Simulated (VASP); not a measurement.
Cs, 1 atom in the cell. It takes space group C2/m (No. 12, monoclinic). The conventional cell has a = 6.117 Å, b = 8.790 Å, c = 5.177 Å, α = 90.00°, β = 120.26°, γ = 90.00°. This isn't the form of Cs at room conditions, which is bcc. The cell isn't the ideal one: functional lda, volume scaled by 1.04.

| Quantity | Value |
| --- | --- |
| Program | VASP 6.6.1 |
| Task | single point |
| Functional | LDA |
| Potentials or basis | VASP PAW LDA potentials, release 64 (Cs_sv) |
| Cutoff | 520 eV |
| k mesh | 9 × 9 × 9 |
| Occupations | fermi-dirac, width 0.08 eV |
| Spin | no spin polarisation |
| Dipole correction | no |
| Further INCAR settings | ALGO = Fast; EDIFF = 1e-06; NBANDS = 10 |

Potentials or basis: VASP PAW LDA potentials, release 64 (Cs_sv).

Launch:

```console
$ cat potpaw_LDA.64/Cs_sv/POTCAR > POTCAR
$ mpirun -np 1 vasp_std > vasp.out
```

Hardware: 1 thread of AMD EPYC 9R45 96-Core Processor (Zen 5), with other jobs on the host.

**Question.** Estimate the wall time of this run.

**Answer.** It took 97 s on 1 thread of AMD EPYC 9R45 96-Core Processor (Zen 5) (shared host), peak memory 0.33 GiB. Counts: scf iterations 10, k points 205.
